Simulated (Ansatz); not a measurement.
Sc:

```xyz
1
Lattice="0.0000 2.4345 2.4345 2.4345 0.0000 2.4345 2.4345 2.4345 0.0000" Properties=species:S:1:pos:R:3 pbc="T T T"
Sc    0.0000    0.0000    0.0000
```

This isn't the form of Sc at room conditions, which is hcp.

The cell isn't the ideal one: cell stretched.

```yaml
Program: Ansatz 0.2.0
Task: relaxation of cell and atoms
Functional: r2SCAN
Dispersion: rVV10
Potentials_or_basis: all-electron PAW datasets made for the crystal
k_mesh: 10 × 10 × 10
Occupations: fermi-dirac, width 0.05 eV
Spin: no spin polarisation
```

At the start: volume 28.86 Å³/atom.

Q: Where does the relaxation end?

A: Over 4 steps the energy falls by 87.2 meV/atom and the volume is 24.89 Å³/atom (-13.8 %); space group Fm-3m (No. 225, to 0.05 Å).

Step by step:
```tsv
step	energy change (eV)	largest force (eV/Å)	volume (Å³)
1	0.0000	0.0000	28.86
2	-0.0875	0.0000	24.92
3	-0.0876	0.0000	24.89
4	-0.0872	0.0000	24.89
```

Final structure:
```cif
data_structure
_symmetry_space_group_name_H-M 'P 1'
_symmetry_Int_Tables_number 1
_cell_length_a 3.2771
_cell_length_b 3.2771
_cell_length_c 3.2771
_cell_angle_alpha 60.000
_cell_angle_beta 60.000
_cell_angle_gamma 60.000
_cell_volume 24.89
loop_
_atom_site_label
_atom_site_type_symbol
_atom_site_fract_x
_atom_site_fract_y
_atom_site_fract_z
_atom_site_occupancy
Sc1 Sc 0.00000 0.00000 0.00000 1
```
